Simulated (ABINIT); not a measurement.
**NaF (Villiaumite) in ABINIT: the effect of functional**

Crystal: NaF (Villiaumite).

```
Na F
1.0
     0.00000    2.32000    2.32000
     2.32000    0.00000    2.32000
     2.32000    2.32000    0.00000
Na F
1 1
Direct
  0.00000 0.00000 0.00000
  0.50000 0.50000 0.50000
```

Alike in all runs:

* Program: ABINIT 10.8.3 (patched build)
* Task: single point
* Potentials or basis: SG15 NC PBE v1.2
* Cutoff: 952 eV
* k mesh: 6 × 6 × 6
* Occupations: fixed
* Spin: no spin polarisation

Problem. One run gave: gap on the mesh 8.41 eV; pressure -0.7 GPa. Which functional did it use?
A. PBEsol
B. PBE
C. HSE06

Solution. C.

```csv
functional,gap on the mesh (eV),pressure (GPa)
PBEsol,6.14,-0.7
PBE,6.33,1.1
HSE06,8.41,-0.7
```

Caveats: the potentials were made for another functional, which shifts forces and pressure (some runs); Libxc's HSE differs a little from that of other programs (some runs).

